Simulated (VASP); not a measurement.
# AlGa3N2 in VASP: a series of runs, part 2 of 3

VASP 6.6.1.

## (3) Relaxation of cell and atoms, PBE

This run uses another cell than the first one, of 14.75 Å³/atom, 1.021 times its volume.

Contents of INCAR:

```
SYSTEM = AlGa3N2
ALGO     = Fast           ! electronic algorithm
EDIFF    = 1E-4           ! SCF threshold, eV
EDIFFG   = -0.08          ! ionic threshold
ENCUT    = 520            ! plane-wave cutoff, eV
GGA      = PE             ! functional
IBRION   = 2              ! ionic algorithm
ISIF     = 3              ! what is computed and relaxed
ISMEAR   = 0              ! smearing method
KPAR     = 2            
LASPH    = .TRUE.         ! aspherical terms in the spheres
LCHARG   = .FALSE.        ! write CHGCAR
LREAL    = .FALSE.        ! projectors in reciprocal space
LWAVE    = .FALSE.        ! write WAVECAR
NELM     = 60             ! most SCF steps
NSW      = 24             ! ionic steps
PREC     = Normal         ! precision mode
SIGMA    = 0.15           ! smearing width, eV
```

Contents of KPOINTS:

```
k-points
0
G
  5 5 2
  0 0 0
```

Contents of POSCAR:

```
AlGa3N2
1.0
    3.1500000000      0.0000000000      0.0000000000
   -1.5750000000      2.7279800200      0.0000000000
    0.0000000000      0.0000000000     10.3000000000
Al Ga N
1 3 2
Direct
    0.3333333300      0.6666666700      0.2480000000
    0.0000000000      0.0000000000      0.0000000000
    0.6666666700      0.3333333300      0.4950000000
    0.0000000000      0.0000000000      0.7250000000
    0.3333333300      0.6666666700      0.0630000000
    0.6666666700      0.3333333300      0.3060000000
```

Potentials or basis: VASP PAW PBE potentials, release 64 (Al, Ga_d, N).

Launch:

```console
$ cat potpaw_PBE.64/Al/POTCAR potpaw_PBE.64/Ga_d/POTCAR potpaw_PBE.64/N/POTCAR > POTCAR
$ mpirun -np 2 vasp_std > vasp.out
```

OUTCAR:

```text
SYSTEM = AlGa3N2
   EDIFF = 1E-4
   EDIFFG = -0.08
   ENCUT = 520
   GGA = PE
   IBRION = 2
   ISIF = 3
   ISMEAR = 0
   LASPH = .TRUE.
   LREAL = .FALSE.
   NELM = 60
   NSW = 24
   PREC = Normal

 ion  position               nearest neighbor table
   1  0.333  0.667  0.248-   5 1.91   6 1.91   6 1.91   6 1.91   3 3.13   3 3.13   3 3.13   2 3.14
                             2 3.14   2 3.14
   2  0.000  0.000  0.000-   5 1.93   5 1.93   5 1.93   4 2.83   1 3.14   1 3.14   1 3.14
   3  0.667  0.333  0.495-   6 1.95   1 3.13   1 3.13   1 3.13
   4  0.000  0.000  0.725-   2 2.83
   5  0.333  0.667  0.063-   1 1.91   2 1.93   2 1.93   2 1.93
   6  0.667  0.333  0.306-   1 1.91   1 1.91   1 1.91   3 1.95

  LATTYP: Found a hexagonal cell.
 ALAT       =     3.1500000000
 C/A-ratio  =     3.2698412698

  Lattice vectors:

 A1 = (   3.1500000000,   0.0000000000,   0.0000000000)
 A2 = (  -1.5750000000,   2.7279800200,   0.0000000000)
 A3 = (   0.0000000000,   0.0000000000,  10.3000000000)

Analysis of symmetry for initial positions (statically):
=====================================================================
 Subroutine PRICEL returns:
[... 170 lines left out ...]

  FORCE on cell =-STRESS in cart. coord.  units (eV):
  Direction    XX          YY          ZZ          XY          YZ          ZX
  --------------------------------------------------------------------------------------
  -------------------------------------------------------------------------------------
  Total       -0.9326685     -0.9326685      2.5483618      0.0000000      0.0000000      0.0000000
  in kB      -16.8829724    -16.8829724     46.1299200      0.0000000      0.0000000      0.0000000
  external PRESSURE =       4.1213251 kB  Pullay stress =       0.0000000 kB
[... 101 lines left out ...]
  FREE ENERGIE OF THE ION-ELECTRON SYSTEM (eV)
  ---------------------------------------------------
  free  energy   TOTEN  =       -31.6201969932 eV

  energy  without entropy=      -31.5769412608  energy(sigma->0) =      -31.59856913

[... ionic steps 4 to 9 ...]

--------------------------------------- Ionic step       10  -------------------------------------------

 number of electron      51.9999875 magnetization

------------------------ aborting loop because EDIFF is reached ----------------------------------------
[... 75 lines left out ...]
--------------------------------------- Ionic step       12  -------------------------------------------

 number of electron      51.9999879 magnetization

 Free energy of the ion-electron system (eV)
  ---------------------------------------------------
  ext. energy  EPLUGINS =         0.00000000
  ---------------------------------------------------
  free energy    TOTEN  =       -31.67619528 eV

  energy without entropy =      -31.63337111  energy(sigma->0) =      -31.65478320

 E-fermi :   5.8694     XC(G=0): -10.7936

 val. band max:        5.8356993969   @ k =   0.2000   0.0000   0.5000
 cond. band min:       5.8894387048   @ k =   0.4000   0.2000   0.5000
 fundamental gap:      0.0537393079
 Fermi energy:         5.8694192425

 k-point     1 :       0.0000    0.0000    0.0000
  band No.  band energies     occupation
      1     -11.0788      2.00000
      2     -10.2516      2.00000
      3      -9.3124      2.00000
      4      -9.2633      2.00000
      5      -9.2633      2.00000
      6      -9.1752      2.00000
[... 362 lines left out ...]
  FREE ENERGIE OF THE ION-ELECTRON SYSTEM (eV)
  ---------------------------------------------------
  free  energy   TOTEN  =       -31.6761952830 eV

  energy  without entropy=      -31.6333711092  energy(sigma->0) =      -31.65478320

 reached required accuracy - stopping structural energy minimisation
```

CONTCAR:

```text
AlGa3N2
   1.00000000000000
     3.1147844821432904    0.0000000000000000    0.0000000000000000
    -1.5573922410716452    2.6974824869936844    0.0000000000000000
     0.0000000000000000    0.0000000000000000   10.4573982408601722
  Al              Ga              N
     1     3     2
Direct
     0.3333333300000021    0.6666666699999979    0.2459266245751989
     0.0000000000000000    0.0000000000000000    0.9920614186915928
     0.6666666699999979    0.3333333300000021    0.4967906299757819
     1.0000000000000000    1.0000000000000000    0.7385553515329281
     0.3333333300000021    0.6666666699999979    0.0621634299162570
     0.6666666699999979    0.3333333300000021    0.3015025453082376

  0.00000000E+00  0.00000000E+00  0.00000000E+00
  0.00000000E+00  0.00000000E+00  0.00000000E+00
  0.00000000E+00  0.00000000E+00  0.00000000E+00
  0.00000000E+00  0.00000000E+00  0.00000000E+00
  0.00000000E+00  0.00000000E+00  0.00000000E+00
  0.00000000E+00  0.00000000E+00  0.00000000E+00
```

Wall time 53 s (2 MPI ranks of Intel Xeon Platinum 8488C (Sapphire Rapids), shared host); peak memory 0.16 GiB.

Results:

| Property | Result |
| --- | --- |
| Free energy | -31.6762 eV |
| Relaxed volume | 14.64 Å³/atom |
| Relaxed cell | a = 3.115 Å, b = 3.115 Å, c = 10.457 Å, α = 90.00°, β = 90.00°, γ = 120.00° |
| Space group after relaxing (to 0.05 Å) | P3m1 (No. 156) |
| Energy gained by relaxing | 28.3 meV/atom |
| Ionic steps | 12 |
| Pressure after relaxing | -0.4 GPa |
| Largest force after relaxing | 0.078 eV/Å |
| Band gap on the k mesh | none (metal or under the smearing width) |

Forces on the atoms (eV/Å):
```
Al   0.000  0.000 -0.047
Ga   0.000  0.000  0.078
Ga   0.000  0.000  0.010
Ga   0.000  0.000  0.041
N    0.000  0.000 -0.013
N    0.000  0.000 -0.070
```

The path:
```csv
step,energy change (eV),largest force (eV/Å),pressure (GPa),volume (Å³)
1,0.0000,1.1466,0.41,88.51
2,-0.1130,0.6166,-0.90,88.97
3,-0.1136,0.7119,-1.19,88.94
4,-0.1470,0.3926,0.01,87.63
5,-0.1535,0.2922,1.84,86.26
6,-0.1547,0.3178,1.09,86.77
7,-0.1548,0.2788,1.44,86.60
8,-0.1549,0.3073,0.50,86.68
9,-0.1660,0.1590,0.40,87.25
10,-0.1664,0.1748,-0.53,87.32
11,-0.1663,0.1683,0.34,87.30
12,-0.1696,0.0784,-0.37,87.86
```

Final structure:
```yaml
crystal:
  lattice:
    - [3.11478, 0.00000, 0.00000]
    - [-1.55739, 2.69748, 0.00000]
    - [0.00000, 0.00000, 10.45740]
  atoms:
    - { symbol: Al, position: [0.33333, 0.66667, 0.24593] }
    - { symbol: Ga, position: [0.00000, 0.00000, 0.99206] }
    - { symbol: Ga, position: [0.66667, 0.33333, 0.49679] }
    - { symbol: Ga, position: [0.00000, 0.00000, 0.73856] }
    - { symbol: N, position: [0.33333, 0.66667, 0.06216] }
    - { symbol: N, position: [0.66667, 0.33333, 0.30150] }
```

Caveat: the k mesh is coarse (spacing up to 0.46 Å⁻¹), so the values aren't converged; the relaxation stopped at a loose force limit of 0.08 eV/Å, so its end isn't a converged minimum.

## (4) Relaxation of cell and atoms, PBE

This run uses another cell than the first one, of 17.43 Å³/atom, 1.206 times its volume.

INCAR is that of step 3.

Contents of KPOINTS:

```
k-points
0
G
  4 4 3
  0 0 0
```

Contents of POSCAR:

```
AlGa3N2
1.0
    4.1873478700      0.0000000000      0.0000000000
    0.0000000000      4.1873478700      0.0000000000
    0.0000000000      0.0000000000      5.9630950500
Al Ga N
1 3 2
Direct
    0.0000000000      0.0000000000      0.5000000000
    0.5000000000      0.5000000000      0.0000000000
    0.0000000000      0.0000000000      0.0000000000
    0.5000000000      0.5000000000      0.5000000000
    0.0000000000      0.5000000000      0.2679100000
    0.5000000000      0.0000000000      0.7320900000
```

Potentials or basis: VASP PAW PBE potentials, release 64 (Al, Ga_d, N).

Launch:

```console
$ cat potpaw_PBE.64/Al/POTCAR potpaw_PBE.64/Ga_d/POTCAR potpaw_PBE.64/N/POTCAR > POTCAR
$ mpirun -np 2 vasp_std > vasp.out
```

OUTCAR:

```text
SYSTEM = AlGa3N2
   EDIFF = 1E-4
   EDIFFG = -0.08
   ENCUT = 520
   GGA = PE
   IBRION = 2
   ISIF = 3
   ISMEAR = 0
   LASPH = .TRUE.
   LREAL = .FALSE.
   NELM = 60
   NSW = 24
   PREC = Normal

 ion  position               nearest neighbor table
   1  0.000  0.000  0.500-   5 2.51   6 2.51   5 2.51   6 2.51   4 2.96   4 2.96   4 2.96   4 2.96
                             3 2.98   3 2.98
   2  0.500  0.500  0.000-
   3  0.000  0.000  0.000-   1 2.98   1 2.98
   4  0.500  0.500  0.500-   1 2.96   1 2.96   1 2.96   1 2.96
   5  0.000  0.500  0.268-   1 2.51   1 2.51
   6  0.500  0.000  0.732-   1 2.51   1 2.51

  LATTYP: Found a simple tetragonal cell.
 ALAT       =     4.1873478700
 C/A-ratio  =     1.4240744345

  Lattice vectors:

 A1 = (   4.1873478700,   0.0000000000,   0.0000000000)
 A2 = (   0.0000000000,   4.1873478700,   0.0000000000)
 A3 = (   0.0000000000,   0.0000000000,   5.9630950500)

Analysis of symmetry for initial positions (statically):
=====================================================================
 Subroutine PRICEL returns:
 Original cell was already a primitive cell.

[... 168 lines left out ...]

------------------------ aborting loop because EDIFF is reached ----------------------------------------

  FORCE on cell =-STRESS in cart. coord.  units (eV):
  Direction    XX          YY          ZZ          XY          YZ          ZX
  --------------------------------------------------------------------------------------
  -------------------------------------------------------------------------------------
  Total       -6.2428958     -6.2428958     -4.4013984      0.0000000      0.0000000      0.0000000
  in kB      -95.6636291    -95.6636291    -67.4452629      0.0000000      0.0000000      0.0000000
  external PRESSURE =     -86.2575071 kB  Pullay stress =       0.0000000 kB
[... 101 lines left out ...]
  FREE ENERGIE OF THE ION-ELECTRON SYSTEM (eV)
  ---------------------------------------------------
  free  energy   TOTEN  =       -25.5846847226 eV

  energy  without entropy=      -25.5747102800  energy(sigma->0) =      -25.57969750

[... ionic steps 4 to 21 ...]

--------------------------------------- Ionic step       22  -------------------------------------------

 number of electron      52.0000076 magnetization

------------------------ aborting loop because EDIFF is reached ----------------------------------------
[... 75 lines left out ...]
--------------------------------------- Ionic step       24  -------------------------------------------

 number of electron      51.9999930 magnetization

 Free energy of the ion-electron system (eV)
  ---------------------------------------------------
  ext. energy  EPLUGINS =         0.00000000
  ---------------------------------------------------
  free energy    TOTEN  =       -28.93428225 eV

  energy without entropy =      -28.88062650  energy(sigma->0) =      -28.90745438

 E-fermi :   4.9950     XC(G=0): -10.1205

 val. band max:        4.9657883318   @ k =   0.5000   0.2500   0.3333
 cond. band min:       5.0039276249   @ k =   0.0000   0.0000   0.0000
 fundamental gap:      0.0381392931
 Fermi energy:         4.9949583696

 k-point     1 :       0.0000    0.0000    0.0000
  band No.  band energies     occupation
      1     -12.6032      2.00000
      2     -11.6300      2.00000
      3     -10.4960      2.00000
      4     -10.4960      2.00000
      5     -10.3620      2.00000
      6     -10.2373      2.00000
[... 430 lines left out ...]
  FREE ENERGIE OF THE ION-ELECTRON SYSTEM (eV)
  ---------------------------------------------------
  free  energy   TOTEN  =       -28.9342822500 eV

  energy  without entropy=      -28.8806265045  energy(sigma->0) =      -28.90745438

 reached required accuracy - stopping structural energy minimisation
```

OSZICAR:

```text
N       E                     dE             d eps       ncg     rms          rms(c)
DAV:   1     0.407568650385E+03    0.40757E+03   -0.25409E+04   803   0.263E+03
DAV:   2     0.407950963214E+02   -0.36677E+03   -0.35766E+03   787   0.583E+02
DAV:   3    -0.216500790335E+02   -0.62445E+02   -0.60064E+02   870   0.165E+02
[... 207 lines left out ...]
RMM:   3    -0.289368527192E+02    0.42804E-01   -0.14043E-01   876   0.265E+00    0.367E-01
RMM:   4    -0.289342024564E+02    0.26503E-02   -0.19966E-02   945   0.117E+00    0.147E-01
RMM:   5    -0.289341994406E+02    0.30158E-05   -0.57814E-03   950   0.489E-01    0.448E-02
RMM:   6    -0.289342548544E+02   -0.55414E-04   -0.12286E-03   714   0.250E-01    0.218E-02
RMM:   7    -0.289342822500E+02   -0.27396E-04   -0.44047E-04   524   0.128E-01
  24 F= -.28934282E+02 E0= -.28907454E+02  d E =-.841156E-02
```

Run time: 2.2 min. Hardware: 2 MPI ranks of Intel Xeon Platinum 8488C (Sapphire Rapids), shared host; peak memory 0.17 GiB.

Results:

| Quantity | Value |
| --- | --- |
| Free energy | -28.9343 eV |
| Relaxed volume | 16.41 Å³/atom |
| Relaxed cell | a = 3.773 Å, b = 3.773 Å, c = 6.916 Å, α = 90.00°, β = 90.00°, γ = 90.00° |
| Space group after relaxing (to 0.05 Å) | P-4m2 (No. 115) |
| Energy gained by relaxing | 753.5 meV/atom |
| Ionic steps | 24 |
| Pressure after relaxing | 0.2 GPa |
| Largest force after relaxing | 0.038 eV/Å |
| Band gap on the k mesh | none (metal or under the smearing width) |

Forces on the atoms (eV/Å):
```
Al   0.000  0.000  0.000
Ga   0.000  0.000  0.000
Ga   0.000  0.000  0.000
Ga   0.000  0.000  0.000
N    0.000  0.000 -0.038
N    0.000  0.000  0.038
```

The path:
| step | energy change (eV) | largest force (eV/Å) | pressure (GPa) | volume (Å³) |
| --- | --- | --- | --- | --- |
| 1 | 0.0000 | 1.6913 | -8.63 | 104.56 |
| 2 | -0.8700 | 2.6785 | -2.30 | 90.99 |
| 3 | -1.1711 | 3.3215 | 9.98 | 79.03 |
| 4 | -1.5899 | 3.2694 | 13.22 | 76.53 |
| 5 | -2.0364 | 1.6829 | 33.51 | 69.30 |
| 6 | -2.1096 | 2.3605 | 25.21 | 71.54 |
| 7 | -2.9261 | 1.7847 | 18.73 | 74.59 |
| 8 | -4.2377 | 0.1312 | 8.51 | 84.17 |
| 9 | -4.3876 | 0.3011 | 6.10 | 88.19 |
| 10 | -4.4141 | 0.4717 | 5.00 | 90.63 |
| 11 | -4.4152 | 0.5088 | 4.48 | 91.42 |
| 12 | -4.4754 | 0.1935 | 1.00 | 93.44 |
| 13 | -4.4777 | 0.1446 | -0.36 | 93.82 |
| 14 | -4.4774 | 0.1570 | 1.16 | 93.73 |
| 15 | -4.4847 | 0.1431 | 0.21 | 94.36 |
| 16 | -4.4923 | 0.1251 | -0.04 | 95.19 |
| 17 | -4.5010 | 0.0804 | -0.76 | 96.86 |
| 18 | -4.5023 | 0.0593 | -1.12 | 97.58 |
| 19 | -4.5103 | 0.1132 | -0.11 | 97.29 |
| 20 | -4.5122 | 0.1324 | 0.33 | 97.09 |
| 21 | -4.5124 | 0.1380 | 0.45 | 97.03 |
| 22 | -4.5123 | 0.1438 | 0.68 | 96.94 |
| 23 | -4.5158 | 0.1200 | 0.45 | 97.42 |
| 24 | -4.5207 | 0.0380 | 0.21 | 98.45 |

Final structure:
```
Al Ga N
1.0
     3.77285    0.00000    0.00000
     0.00000    3.77285    0.00000
     0.00000    0.00000    6.91629
Al Ga N
1 3 2
Direct
  0.00000 0.00000 0.50000
  0.50000 0.50000 0.00000
  0.00000 0.00000 0.00000
  0.50000 0.50000 0.50000
  0.00000 0.50000 0.42464
  0.50000 0.00000 0.57536
```

Caveat: the k mesh is coarse (spacing up to 0.38 Å⁻¹), so the values aren't converged; this functional lacks dispersion, which binds the layers, so the pressure and a relaxed spacing across them are unreliable; the relaxation stopped at a loose force limit of 0.08 eV/Å, so its end isn't a converged minimum.

[end of part 2 of 3]
